A metal should give up more electrons the further its electronegativity lies below that of its partner. On this view ZnO should carry the largest charge in the series, TaN the next and AlN the third. The computed Bader charges of these three run in exactly the opposite order.

Wurtzite-type crystals (P6_3mc), metal on site A and non-metal on site B, relaxed with their symmetry kept in Ansatz 0.2.0 (r2SCAN, plane-wave PAW, scalar-relativistic, no spin polarisation, 500 eV cutoff, Gaussian smearing). Bader charges are positive for atoms that lose electrons, and d electrons are Loewdin populations.

```
formula  element on site A  Z A  element on site B  Z B  difference of Pauling electronegativities  valence electrons  volume per atom (Å³)  shortest distance (Å)   k mesh  smearing width  Bader charge, site A (e)  Bader volume, site A (Å³)  Bader volume, site B (Å³)  d electrons, site A (e)  band gap on mesh (eV)
    AlN                 Al   13                  N    7                                       1.43                  8                 10.40                  1.888  12×12×6         0.02 eV                      2.49                       3.77                      17.03                     0.00                  4.880
    ZnO                 Zn   30                  O    8                                       1.79                 18                 11.81                  1.970  12×12×6         0.02 eV                      1.28                      10.51                      13.10                     9.98                  1.238
    ZnS                 Zn   30                  S   16                                       0.93                 18                 19.60                  2.334    6×6×4         0.02 eV                      0.97                      13.09                      26.11                     9.98                  2.776
    CdS                 Cd   48                  S   16                                       0.89                 18                 25.40                  2.544    6×6×4         0.02 eV                      0.95                      20.69                      30.11                     9.98                  1.633
   CdSe                 Cd   48                 Se   34                                       0.86                 18                 28.87                  2.655    6×6×4         0.02 eV                      0.83                      22.38                      35.34                     9.98                  1.105
    TaN                 Ta   73                  N    7                                       1.54                 10                 12.95                  1.963  18×18×8          0.1 eV                      1.72                      13.92                      11.98                     3.65                  0.000
```

A Bader charge comes from cutting up space. The cuts run where the electron density passes through a minimum between neighbouring atoms, and each atom keeps whatever lies on its side. The formal charge is a different thing. It gives every bonding pair wholly to the non-metal, which makes the metal 3+ in the two nitrides and 2+ in the other four compounds.

This difference can account for the place of the two nitrides above ZnO in the Bader count, though not for their order between themselves. The formal charge says how many electrons are on offer, and the polarity of the bond decides what share of them moves across. A nitride can therefore show a larger charge than an oxide although its bonds are less polar. Dividing each Bader charge by the formal charge leaves the share, and in five of the six rows the share follows the electronegativity difference without exception. The row that still stands apart is AlN, the first in the table.

In AlN the metal gives up 2.49 of its three electrons, a share of 0.83, against 0.64 in the more polar ZnO. The reason probably lies in where the cut falls. An Al ion is a small, compact core with no d shell, so on the way to N the density soon stops falling and begins to rise. The minimum sits close to Al, and nearly all the density of the bond is credited to N. The Al region indeed fills only 18 % of the cell, but this is the same cut seen from another side and no separate proof.

A second way of counting shows how much depends on the cut. The Loewdin count assigns electrons to atomic orbitals instead of regions of space, and it leaves 1.85 valence electrons on Al where the Bader count leaves 0.51. The outer orbitals of Al reach far towards N, so density that they describe can lie in the region of N. By the orbital count oxygen in ZnO gains 1.29 electrons, more than nitrogen in either nitride. For AlN the comparison is not an even one, because the count gives aluminium an outer p shell, which holds 1.32 electrons, and gives zinc none. It can therefore neither confirm nor refute the lead of AlN over ZnO. Tantalum gets no outer p shell either, and on TaN and ZnO the two counts disagree, so the order of these two depends on how the electrons are counted. The two counts answer different questions, and the large charge in AlN should not be read as proof of an almost purely ionic bond.

With ZnO the table enters its more regular stretch. Here the metal keeps a filled d shell, with 9.98 d electrons in each of the four Zn and Cd rows, so only the two outer s electrons are on offer. From ZnO to ZnS the charge falls from 1.28 to 0.97. The p electrons of sulfur are bound less tightly than those of oxygen and lie closer in energy to the outer s level of zinc. Levels that lie closer mix more evenly, and the bonding electrons are shared more equally.

The step from ZnS to CdS changes the metal and keeps the non-metal. The volume per atom grows from 19.60 to 25.40 Å³, yet the charge moves by only 0.02 e, too little to need a cause of its own. The electronegativity difference hardly changes either. Metal and volume change together here, so this pair does not show what a roomier crystal would do by itself.

From CdS to CdSe the charge falls by 0.12 e, although the electronegativity difference shrinks by only 0.03. Pauling's scale was built from bond energies and places S and Se almost level, while the density tells them apart. The likely reason is that the outer p shell of selenium is larger and more loosely bound, so it draws less charge from cadmium. This rests on a single pair of compounds.

TaN closes the table and differs in kind. It has ten valence electrons where AlN has eight, and the two extra ones remain on tantalum as d electrons. They are the reason why the formal charge is 3 and not 5, so they cannot also explain why the Bader charge stops at 1.72. For that, tantalum has to take back part of what nitrogen formally owns, and its d shell is the likely main place. The p orbitals of nitrogen mix with empty d orbitals of tantalum, and electrons booked as nitrogen's spend part of their time on the metal.

The orbital count agrees with this picture. It finds 3.65 d electrons on tantalum, well above the formal two, and a smaller part in the outer s shell. Nitrogen gains 0.72 electrons in TaN and 1.08 in AlN by the same count, so both counts put AlN ahead. This is support rather than proof, since the orbital count offers the two metals different shells. The d shell is not the only difference between them, however. The TaN cell is strongly stretched, with a ratio of cell edges c/a of 1.94 where the other rows have about 1.6, and at this level of theory it has no band gap. The stable forms of TaN have other structures. How much of the lower charge belongs to the stretched shape remains untested.

The reasoning can be turned into a number with Pauling's rule for the ionic character of a bond. Multiplied by the formal charge it gives an estimate with no constant fitted to this table:

charge ≈ formal charge × [1 − exp(−Δχ²/4)]

Here Δχ is the difference of Pauling electronegativities. For ZnO it is 1.79, so Δχ²/4 is 0.80 and the ionic character is 0.55. Two electrons on offer then give

charge ≈ 2 × 0.55 = 1.10 e

against 1.28 e in the table.

ZnO is the best case. The estimate is too low in every row, and for AlN, the two sulfides and CdSe the computed charge is more than twice as large. It also places TaN above AlN, because it knows neither the small core of aluminium nor the d orbitals of tantalum. Electronegativity can order similar compounds, but it does not give the size of a Bader charge. The estimates for all rows are in the output below.

The same reasoning can be carried to the oxides of magnesium and calcium, which have the rock-salt structure. Their metals hold the outer s electrons loosely and have no filled d shell just beneath them. Their Bader charges are known to come closer to the formal 2 than that of zinc in ZnO.

For practical use, a Bader charge should not be read as an oxidation state. Cadmium in CdSe shows 0.83 and is still Cd(II), and in all six rows the Bader charge lies below the formal one. The safe order of work is to write down the formal charge first, then to compare shares among metals with similar shells, and to check with a second count before a compound is called unusually ionic.

The analysis program printed:

```
Formal and Bader charge of the metal:
   row  formal charge (e)  Bader over formal  formal less Bader (e)  Pauling estimate (e)  Bader over estimate  metal share of volume (%)  c over a
   AlN                  3               0.83                   0.51                 1.201                2.074                      18.12     1.602
   ZnO                  2               0.64                   0.72                 1.102                1.161                      44.52     1.611
   ZnS                  2              0.485                   1.03                0.3889                2.494                      33.39     1.641
   CdS                  2              0.475                   1.05                0.3593                2.644                      40.73     1.625
  CdSe                  2              0.415                   1.17                0.3376                2.458                      38.77      1.63
   TaN                  3             0.5733                   1.28                 1.342                1.282                      53.75     1.942
Rank correlation of Bader charge and electronegativity difference, all six rows: 0.7714
Rank correlation of Bader over formal charge and electronegativity difference, without AlN: 1
Bader charge of AlN less that of TaN (e): 0.77
Fall of Bader charge from ZnO to ZnS (e): 0.31
Fall of electronegativity difference from ZnO to ZnS: 0.86
Fall of Bader charge from ZnS to CdS (e): 0.02
Fall of Bader charge from CdS to CdSe (e): 0.12
Fall of electronegativity difference from CdS to CdSe: 0.03
Electrons gained by N in AlN, Loewdin count (e): 1.081
Electrons gained by O in ZnO, Loewdin count (e): 1.292
Electrons gained by S in ZnS, Loewdin count (e): 1.122
Electrons gained by S in CdS, Loewdin count (e): 1.124
Electrons gained by N in TaN, Loewdin count (e): 0.7215
Bader less Loewdin gain of N in AlN (e): 1.409
Bader less Loewdin gain of N in TaN (e): 0.9985
Valence electrons left on Al, Loewdin count (e): 1.848
Valence electrons left on Al, Bader count (e): 0.51
d electrons of Ta beyond the formal two (e): 1.65
```
